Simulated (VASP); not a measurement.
The system is GaAs.

```
CELL_PARAMETERS angstrom
0.00000 2.82685 2.82685
2.82685 0.00000 2.82685
2.82685 2.82685 0.00000
ATOMIC_POSITIONS crystal
As 0.75000 0.75000 0.75000
Ga 0.00000 0.00000 0.00000
```

Base run:

* Program: VASP 6.6.1
* Functional: PBE
* Potentials or basis: VASP PAW PBE potentials, release 64 (As, Ga_d)
* Cutoff: 520 eV
* k mesh: 8 × 8 × 8
* Occupations: fermi-dirac, width 0.05 eV
* Spin: no spin polarisation

Its results: band gap on the k mesh 0.52 eV, direct; pressure 3.5 GPa.

Task: The run is repeated on the same cell with these changes: potentials or basis from VASP PAW PBE potentials, release 64 (As, Ga_d) to VASP PAW PBE potentials, release 64 (As, Ga); cutoff from 520 eV to 500 eV; valence electrons from 18 to 8. What comes out?

Result: Band gap on the k mesh 0.58 eV, direct; pressure 4.0 GPa.
